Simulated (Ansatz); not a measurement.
# Ga (diamond): energy against volume

Theory: DFT, revPBE, plane waves (420 eV) with PAW, scalar-relativistic in Ansatz 0.2.0. The PAW files were generated under PBE, with cores re-solved for the functional.

The cell is scaled uniformly from the relaxed one, with fractional coordinates and shape fixed. Energies are extrapolated to zero smearing, pressures are those at the given smearing. Magnetic state: spin not included.

A Birch-Murnaghan fit gives V₀ = 26.23 Å³/atom, B₀ = 32 GPa, B₀′ = 5.2.

Task: What are the energy above the minimum and the pressure at 25.233 Å³/atom?

Result: 4.0 meV/atom and 1.43 GPa as computed.

Task: What are the energy above the minimum and the pressure at 28.387 Å³/atom?

Result: 14.9 meV/atom and -1.98 GPa as computed.

Task: What are the energy above the minimum and the pressure at 29.439 Å³/atom?

Result: 30.7 meV/atom and -2.68 GPa as computed.
